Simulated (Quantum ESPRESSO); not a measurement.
## TePb under changes of volume

One of the cells (33.730 Å³/atom); the others are scaled copies at fixed shape and fractional positions:

```xyz
2
Lattice="0.0000 3.2310 3.2310 3.2310 0.0000 3.2310 3.2310 3.2310 0.0000" Properties=species:S:1:pos:R:3 pbc="T T T"
Pb    0.0000    0.0000    0.0000
Te    3.2310    3.2310    3.2310
```

```yaml
Program: Quantum ESPRESSO 7.5
Functional: PBE
Dispersion: D3(BJ)
Potentials_or_basis: PseudoDojo 0.4.1 SR PBE standard
Cutoff: 1088 eV
Density_cutoff: 4354 eV
k_mesh: 7 × 7 × 7
Occupations: fermi-dirac, width 0.05 eV
Spin: no spin polarisation
```

```csv
volume (Å³/atom),energy over the lowest point (meV/atom),pressure (GPa)
31.706,22.99,3.5
32.380,10.81,2.3
33.055,3.31,1.2
33.730,0.00,0.3
34.404,0.42,-0.5
35.079,4.04,-1.2
35.753,?,?
```

What does the run at 35.753 Å³/atom give?

Energy over the lowest point 10.12 meV/atom; pressure -1.7 GPa.

Worked out: A Birch-Murnaghan fit of order 3 (a polynomial in V^(-2/3)) to the other rows has its minimum at 33.99 Å³/atom with B0 = V·E''(V) = 42 GPa and B' = 5.3. It gives 10.56 meV/atom at 35.753 Å³/atom, against the run's 10.12, and -dE/dV = -1.9 GPa, against -1.7.

Energies are extrapolated to zero smearing.
